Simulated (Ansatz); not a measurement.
## SrCl2 under changes of volume

One of the cells (28.299 Å³/atom); the others are scaled copies at fixed shape and fractional positions:

```
Sr Cl
1.0
     0.00000    3.48835    3.48835
     3.48835    0.00000    3.48835
     3.48835    3.48835    0.00000
Sr Cl
1 2
Direct
  0.00000 0.00000 0.00000
  0.75000 0.75000 0.75000
  0.25000 0.25000 0.25000
```

- Program: Ansatz 0.2.0
- Functional: LDA
- Potentials or basis: all-electron LAPW, scalar-relativistic
- Cutoff: 143 eV (chosen from the basis error)
- Basis error allowed: 0.002 eV/atom
- k mesh: 7 × 7 × 7
- Occupations: fermi-dirac, width 0.05 eV
- Spin: no spin polarisation

| volume (Å³/atom) | energy over the lowest point (meV/atom) | pressure (GPa) | gap on the mesh (eV) |
| --- | --- | --- | --- |
| 26.601 | 0.00 | -0.6 | 5.16 |
| 27.167 | 3.73 | -1.5 | 5.07 |
| 27.733 | 10.22 | -2.2 | 4.99 |
| 28.299 | 19.14 | -2.8 | 4.92 |
| 28.865 | 30.22 | -3.4 | 4.84 |
| 29.431 | 43.22 | -3.9 | 4.77 |
| 29.997 | ? | ? | ? |

Question: What does the run at 29.997 Å³/atom give?

Answer: Energy over the lowest point 57.92 meV/atom; pressure -4.4 GPa; gap on the mesh 4.70 eV.

Worked out: A Birch-Murnaghan fit of order 3 (a polynomial in V^(-2/3)) to the other rows has its minimum at 26.21 Å³/atom, just outside them, with B0 = V·E''(V) = 44 GPa and B' = 4.6. It gives 57.91 meV/atom at 29.997 Å³/atom, against the run's 57.92, and -dE/dV = -4.4 GPa, against -4.4. A straight line through the other rows of the gap, of slope -3.83 eV per unit of ln V, extrapolates to 4.69 eV, against the run's 4.70.

Energies are extrapolated to zero smearing.

Caveats: an odd mesh through Γ misses points on the zone boundary, where band edges often lie. Spin-orbit coupling on Sr is left out.
